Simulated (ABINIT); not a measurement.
Input of an ABINIT 10.8.3 (patched build) run:

The input run.abi:

```
# Pseudopotentials
pp_dirpath "./"
pseudos "Pb.hgh, Se.hgh"

# Structure
acell 4.2118290383 4.2118290383 5.9564257484 Angstrom
rprim
     0.0000000000    -0.7071067812    -0.7071067812
     0.0000000000     0.7071067812    -0.7071067812
     1.0000000000     0.0000000000     0.0000000000
ntypat 2
znucl 82 34
natom 4
typat 1 1 2 2
xcart
     2.9264751219    -0.0236635393    -2.9788494076
     0.0346392961    -2.9356300887    -3.0133218345
     0.0307305108     0.0186789342    -2.9949467971
     2.9645808195    -0.0375982102    -5.9039463615 Angstrom
chkprim 0
chksymtnons 0
tolsym 1.0e-6

# Plane-wave basis
ecut 22.0

# k points
kptopt 1
ngkpt 4 4 4
nshiftk 1
shiftk 0.0 0.0 0.0

# Exchange and correlation
ixc 2

# Bands and occupations
nband 14
occopt 3
tsmear 0.00183747

# SCF cycle
nstep 100
tolvrs 1.0e-10

# Output
iomode 3
prtwf 0
prtden 0
prteig 0
prtebands 0
enunit 1
prtvol 2
```

Potentials or basis: HGH LDA.

Launch:

```console
$ abinit run.abi > log 2>&1
```

Task: Estimate the largest force.

Result: 0.101 eV/Å.

Task: Predict the band gap on the k mesh.

Result: 0.16 eV.

Forces in eV/Å, atoms in the order of the input:
```
Pb   0.098  0.021  0.008
Pb  -0.078 -0.022 -0.013
Se  -0.024 -0.028  0.063
Se   0.004  0.029 -0.058
```

Caveat: spin-orbit coupling is left out, which as a rule narrows the gap of such compounds by several tenths of an eV; HGH potentials are hard and often keep d shells in the core, so these values are rough. A k mesh can miss the band edges.
